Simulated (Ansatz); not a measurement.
**How far is this Li₄F from the hull?**

Computed with Ansatz, DFT PBE, scalar-relativistic, plane waves, PAW. Settings: cutoff 420 eV, Γ-centred meshes spaced at most about 0.3 Å⁻¹, and about 0.25 Å⁻¹ or finer for metals (2π included), Gaussian smearing. No spin polarisation.

The zero of energy is the elements' standard structures at the same level (F₂ as a molecule); no fitted shifts are applied.

Temperature and zero-point effects are left out.

The competitors are the elements and 1 reference phase of this chemical system (from databases or known types: LiF), relaxed at the same level; other known phases may be missing.

The candidate was reached from: CrGa4 type (Im-3m).

```
Li F
1.0
    -2.63729    2.63729    2.63729
     2.63729   -2.63729    2.63729
     2.63729    2.63729   -2.63729
Li F
4 1
Cartesian
  1.3186 1.3186 -1.3186
  1.3186 -1.3186 1.3186
  -1.3186 1.3186 1.3186
  1.3186 1.3186 1.3186
  0.0000 0.0000 0.0000
```

The lowest competing mixture at this composition:

```
phase       space group             source  share of atoms  ΔE_f (eV/atom)
   Li                 -            element          0.6000         -0.0036
  LiF  P6_3mc (No. 186)  Materials Project          0.4000          -2.953
```

The lowest database cell of Li (-0.0036) lies slightly below the reference, hence the non-zero entry.

Question: What are the hull's energy here, the candidate's formation energy and its margin?

Answer: The hull lies at -1.183 eV/atom, the weighted sum of the last column. The candidate has -0.869 eV/atom, which is 0.31 eV/atom above it. The candidate matches no cell in the subsets of the Crystallography Open Database and the Materials Project at hand. A phase this far over the hull is unlikely to be made.
